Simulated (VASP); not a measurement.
# Co (P-3m1) in VASP: notebook

Runs on Co. Level: LDA. Tasks: single point.

Program: VASP 6.6.1. These are calculated values, not measurements. Logs are shortened: lines on timing, memory, paths and dates and some standing lists are left out, and cuts for length are marked.

## 1. The structure

Symmetry: P-3m1, No. 164, trigonal system. The conventional cell has a = 2.487 Å, b = 2.487 Å, c = 4.063 Å, α = 90.00°, β = 90.00°, γ = 120.00°. Co (site symmetry 3m) has 12 Co at 2.42 to 2.55 Å as nearest neighbours.

This isn't the form of Co at room conditions, which is hcp.

## 2. Single point, LDA, collinear spin, ferromagnetic start

INCAR

```
SYSTEM = Co
ADDGRID = .FALSE.
ALGO = Normal
EDIFF = 1E-4
ENCUT = 520
GGA = CA
ISIF = 2
ISMEAR = -1
ISPIN = 2
LASPH = .TRUE.
LCHARG = .FALSE.
LMAXMIX = 4
LORBIT = 11
LREAL = .FALSE.
LWAVE = .FALSE.
MAGMOM = 2 2
NBANDS = 20
NELM = 100
PREC = Accurate
SIGMA = 0.1
```

KPOINTS

```
k-points
0
G
  13 13 7
  0 0 0
```

POSCAR

```
Co
1.0
    2.4873648738      0.0000000000      0.0000000000
   -1.2436824369      2.1541211692      0.0000000000
    0.0000000000      0.0000000000      4.0632895034
Co
2
Direct
    0.3275520000      0.6759820000      0.7288160000
    0.6891290000      0.3188900000      0.2643300000
```

Potentials or basis: VASP PAW LDA potentials, release 64 (Co).

Launch:

```console
$ cat potpaw_LDA.64/Co/POTCAR > POTCAR
$ mpirun -np 1 vasp_std > vasp.out
```

OUTCAR:

```text
SYSTEM = Co
   EDIFF = 1E-4
   ENCUT = 520
   GGA = CA
   ISIF = 2
   ISMEAR = -1
   ISPIN = 2
   LASPH = .TRUE.
   LORBIT = 11
   LREAL = .FALSE.
   NELM = 100
   PREC = Accurate

 Found    592 irreducible k-points:

 Following reciprocal coordinates:
            Coordinates               Weight
  0.000000  0.000000  0.000000      1.000000
  0.076923 -0.000000  0.000000      2.000000
  0.000000  0.076923  0.000000      2.000000
 -0.076923  0.076923  0.000000      2.000000
  0.153846  0.000000  0.000000      2.000000
  0.000000  0.153846  0.000000      2.000000
   k-points           NKPTS =    592   k-points in BZ     NKDIM =    592   number of bands    NBANDS=     20
   number of dos      NEDOS =    301   number of ions     NIONS =      2
   total plane-waves  NPLWV =   9720
   dimension x,y,z NGX =    18 NGY =   18 NGZ =   30
   dimension x,y,z NGXF=    36 NGYF=   36 NGZF=   60
   ions per type =               2
   NGX,Y,Z   is equivalent  to a cutoff of  12.03, 12.03, 12.27 a.u.
   NGXF,Y,Z  is equivalent  to a cutoff of  24.06, 24.06, 24.55 a.u.
 SYSTEM =  Co
   PREC   = accura    normal or accurate (medium, high low for compatibility)
   ISTART =      0    job   : 0-new  1-cont  2-samecut
   ICHARG =      2    charge: 1-file 2-atom 10-const
   ISPIN  =      2    spin polarized calculation?
   LNONCOLLINEAR =      F non collinear calculations
   LSORBIT =      F    spin-orbit coupling
   LASPH  =      T    aspherical Exc in radial PAW
   ENCUT  =  520.0 eV  38.22 Ry    6.18 a.u.   4.62  4.62  7.56*2*pi/ulx,y,z
   NELM   =    100;   NELMIN=  2; NELMDL= -5     # of ELM steps
   EDIFF  = 0.1E-03   stopping-criterion for ELM
   LREAL  =      F    real-space projection
   EDIFFG = 0.1E-02   stopping-criterion for IOM
   NSW    =      0    number of steps for IOM
   IBRION =     -1    ionic relax: 0-MD 1-quasi-New 2-CG
   NFREE  =      0    steps in history (QN), initial steepest desc. (CG)
   ISIF   =      2    stress and relaxation
   ISYM   =      2    0-nonsym 1-usesym 2-fastsym
   POTIM  = 0.5000    time-step for ionic-motion
   TEBEG  =    0.0;   TEEND  =   0.0 temperature during run
   PSTRESS=    0.0 pullay stress
   NELECT =      18.0000    total number of electrons
   NUPDOWN=      -1.0000    fix difference up-down
   EMIN   =  10.00;   EMAX   =-10.00  energy-range for DOS
   EFERMI =   0.00;   METHOD = LEGACY
   ISMEAR =    -1;   SIGMA  =   0.10  broadening in eV -4-tet -1-fermi 0-gaus
   EFERMI_NEDOS =   21; number of points for ismear=-14 and -15
   IALGO  =     38    algorithm
   IMIX   =      4    mixing-type and parameters
     AMIX     =   0.40;   BMIX     =  1.00
     AMIX_MAG =   1.60;   BMIX_MAG =  1.00
  volume/ion in A,a.u.               =      10.89        73.46
  Fermi-wavevector in a.u.,A,eV,Ry     =   1.536514  2.903591 32.121660  2.360875
  Thomas-Fermi vector in A             =   2.643152
   LORBIT       =     11    0 simple, 1 ext, 2 COOP (PROOUT), +10 PAW based schemes
   GGA     = CA    functional components
   LHFCALC =     F    Hartree Fock is set to
   AEXX    =    0.0000 exact exchange contribution
   IVDW    =     0    specifies the selected vdW correction
   LEPSILON=     F    determine dielectric tensor
   LRPA    =     F    only Hartree local field effects (RPA)
 spin polarized calculation
  energy-cutoff  :      520.00
  volume of cell :       21.77
 maximum number of plane-waves:       597
   NGX =  9   NGY =  9   NGZ = 15

 number of electron      18.0000000 magnetization       3.1195584

 Free energy of the ion-electron system (eV)
  ---------------------------------------------------
  ext. energy  EPLUGINS =         0.00000000
  ---------------------------------------------------
  free energy    TOTEN  =       -16.08901801 eV

  energy without entropy =      -16.02619412  energy(sigma->0) =      -16.05760607

 E-fermi :   9.8851     XC(G=0): -13.7034

 val. band max:        9.8846905144   @ k =  -0.3846   0.4615  -0.2857
 cond. band min:       9.8870660873   @ k =  -0.2308   0.3846   0.0000
 fundamental gap:      0.0023755729
 Fermi energy:         9.8851246518

 spin component 1

 k-point     1 :       0.0000    0.0000    0.0000
  band No.  band energies     occupation
      1       0.9704      1.00000
      2       4.7653      1.00000
      3       7.2765      1.00000
      4       7.3462      1.00000
      5       7.4264      1.00000
      6       7.6603      1.00000
[... 12 lines left out ...]
     19      36.0489      0.00000
     20      36.2056      0.00000

 k-point     2 :       0.0769   -0.0000    0.0000
  band No.  band energies     occupation
      1       1.1791      1.00000
      2       4.8967      1.00000
      3       7.1181      1.00000
      4       7.4369      1.00000
      5       7.5147      1.00000
      6       7.6311      1.00000
[... 12 lines left out ...]
     19      37.4403      0.00000
     20      38.0393      0.00000

 k-point     3 :       0.0000    0.0769    0.0000
  band No.  band energies     occupation
      1       1.1791      1.00000
      2       4.8964      1.00000
      3       7.1192      1.00000
      4       7.4386      1.00000
      5       7.5149      1.00000
      6       7.6242      1.00000
[... 12 lines left out ...]
     19      37.4461      0.00000
     20      38.0483      0.00000

 k-point     4 :      -0.0769    0.0769    0.0000
  band No.  band energies     occupation
      1       1.1784      1.00000
      2       4.8889      1.00000
      3       7.1354      1.00000
      4       7.4434      1.00000
      5       7.5058      1.00000
      6       7.6554      1.00000
[... 12 lines left out ...]
     19      37.5642      0.00000
     20      38.0224      0.00000

 k-point     5 :       0.1538    0.0000    0.0000
  band No.  band energies     occupation
      1       1.7865      1.00000
      2       5.2390      1.00000
      3       6.8397      1.00000
      4       7.3095      1.00000
      5       7.4980      1.00000
      6       7.7533      1.00000
[... 12 lines left out ...]
     19      36.3123      0.00000
     20      38.1049      0.00000

 k-point     6 :       0.0000    0.1538    0.0000
  band No.  band energies     occupation
      1       1.7863      1.00000
      2       5.2374      1.00000
      3       6.8405      1.00000
      4       7.3120      1.00000
      5       7.4939      1.00000
      6       7.7500      1.00000
[... 12 lines left out ...]
     19      36.3273      0.00000
     20      38.1185      0.00000

 [... further k-points ...]

 spin component 2

 k-point     1 :       0.0000    0.0000    0.0000
  band No.  band energies     occupation
      1       1.1525      1.00000
      2       5.6554      1.00000
      3       8.6400      1.00000
      4       8.7684      0.99999
      5       8.8680      0.99996
      6       9.0929      0.99964
[... 12 lines left out ...]
     19      36.4730      0.00000
     20      36.5797      0.00000

 k-point     2 :       0.0769   -0.0000    0.0000
  band No.  band energies     occupation
      1       1.3620      1.00000
      2       5.8006      1.00000
      3       8.4733      1.00000
      4       8.8495      0.99997
      5       8.9610      0.99990
      6       9.0296      0.99981
[... 12 lines left out ...]
     19      37.5625      0.00000
     20      38.4636      0.00000

 k-point     3 :       0.0000    0.0769    0.0000
  band No.  band energies     occupation
      1       1.3620      1.00000
      2       5.8003      1.00000
      3       8.4740      1.00000
      4       8.8516      0.99997
      5       8.9609      0.99990
      6       9.0248      0.99982
[... 12 lines left out ...]
     19      37.5698      0.00000
     20      38.4724      0.00000

 k-point     4 :      -0.0769    0.0769    0.0000
  band No.  band energies     occupation
      1       1.3614      1.00000
      2       5.7942      1.00000
      3       8.4776      1.00000
      4       8.8738      0.99996
      5       8.9338      0.99993
      6       9.0795      0.99968
[... 12 lines left out ...]
     19      37.7223      0.00000
     20      38.4400      0.00000

 k-point     5 :       0.1538    0.0000    0.0000
  band No.  band energies     occupation
      1       1.9741      1.00000
      2       6.1862      1.00000
      3       8.1176      1.00000
      4       8.4923      1.00000
      5       8.7963      0.99998
      6       9.1560      0.99932
[... 12 lines left out ...]
     19      36.5737      0.00000
     20      38.4909      0.00000

 k-point     6 :       0.0000    0.1538    0.0000
  band No.  band energies     occupation
      1       1.9740      1.00000
      2       6.1849      1.00000
      3       8.1154      1.00000
      4       8.4934      1.00000
      5       8.8002      0.99998
      6       9.1479      0.99937
[... 12 lines left out ...]
     19      36.5917      0.00000
     20      38.5037      0.00000

 [... further k-points ...]

------------------------ aborting loop because EDIFF is reached ----------------------------------------

  FORCE on cell =-STRESS in cart. coord.  units (eV):
  Direction    XX          YY          ZZ          XY          YZ          ZX
  --------------------------------------------------------------------------------------
  -------------------------------------------------------------------------------------
  Total       -2.3664386     -2.1198352     -2.1650384      0.2361513     -0.0992357      0.1999572
  in kB     -174.1479749   -156.0002447   -159.3267881     17.3785487     -7.3028322     14.7149990
  external PRESSURE =    -163.1583359 kB  Pullay stress =       0.0000000 kB

 VOLUME and BASIS-vectors are now :
 -----------------------------------------------------------------------------
  energy-cutoff  :      520.00
  volume of cell :       21.77
      direct lattice vectors                 reciprocal lattice vectors
     2.487364874  0.000000000  0.000000000     0.402031889  0.232113220  0.000000000
    -1.243682437  2.154121169  0.000000000     0.000000000  0.464226439  0.000000000
     0.000000000  0.000000000  4.063289503     0.000000000  0.000000000  0.246106018

 POSITION                                       TOTAL-FORCE (eV/Angst)
 -----------------------------------------------------------------------------------
     -0.02597      1.45615      2.96139         0.245907     -0.124230      0.889599
      1.31752      0.68693      1.07405        -0.245907      0.124230     -0.889599
 -----------------------------------------------------------------------------------
    total drift:                                0.000007      0.000011      0.000042

  FREE ENERGIE OF THE ION-ELECTRON SYSTEM (eV)
  ---------------------------------------------------
  free  energy   TOTEN  =       -16.0890180109 eV

  energy  without entropy=      -16.0261941243  energy(sigma->0) =      -16.05760607

 total charge

# of ion       s       p       d       tot
------------------------------------------
    1        0.493   0.520   7.286   8.299
    2        0.493   0.520   7.286   8.299
--------------------------------------------------
tot          0.986   1.040  14.573  16.599

 magnetization (x)

# of ion       s       p       d       tot
------------------------------------------
    1       -0.012  -0.037   1.610   1.561
    2       -0.012  -0.037   1.610   1.561
--------------------------------------------------
tot         -0.024  -0.074   3.221   3.122
```

Wall time 3.2 min (1 thread of Intel Xeon Platinum 8488C (Sapphire Rapids), shared host); peak memory 0.41 GiB.

These settings aren't checked as converged: the numbers below hold their error.

Results:

| Quantity | Value |
| --- | --- |
| Free energy | -16.0890 eV |
| Pressure | -16.3 GPa |
| Largest force | 0.931 eV/Å |
| Band gap on the k mesh | none (metal or under the smearing width) |
| Net moment | 3.12 μB per cell |
| Site moments | Co +1.56 μB |
| Valence electrons inside the program's atomic spheres | Co 8.30 |

## 3. Single point, LDA, collinear spin, ferromagnetic start

INCAR, as its differences from that of step 2:

```diff
@@ -3,4 +3,4 @@
 ALGO = Normal
-EDIFF = 1E-4
-ENCUT = 520
+EDIFF = 1E-6
+ENCUT = 460
 GGA = CA
```

KPOINTS

```
k-points
0
G
  15 15 8
  0 0 0
```

POSCAR

```
Co
1.0
    2.4873648738      0.0000000000      0.0000000000
   -1.2436824369      2.1541211692      0.0000000000
    0.0000000000      0.0000000000      4.0632895034
Co
2
Direct
    0.3333333333      0.6666666667      0.7401390000
    0.6666666667      0.3333333333      0.2598610000
```

Potentials or basis: VASP PAW LDA potentials, release 64 (Co).

Launch:

```console
$ cat potpaw_LDA.64/Co/POTCAR > POTCAR
$ mpirun -np 1 vasp_std > vasp.out
```

Wall time 73 s (1 thread of Intel Xeon Platinum 8488C (Sapphire Rapids), shared host); peak memory 0.2 GiB.

These settings aren't checked as converged: the numbers below hold their error.

What came out:

```
Free energy                                           : -16.1438 eV
Pressure                                              : -18.4 GPa
Largest force                                         : 0.420 eV/Å
Band gap on the k mesh                                : none (metal or under the smearing width)
Net moment                                            : 3.12 μB per cell
Site moments                                          : Co +1.56 μB
Valence electrons inside the program's atomic spheres : Co 8.28
```
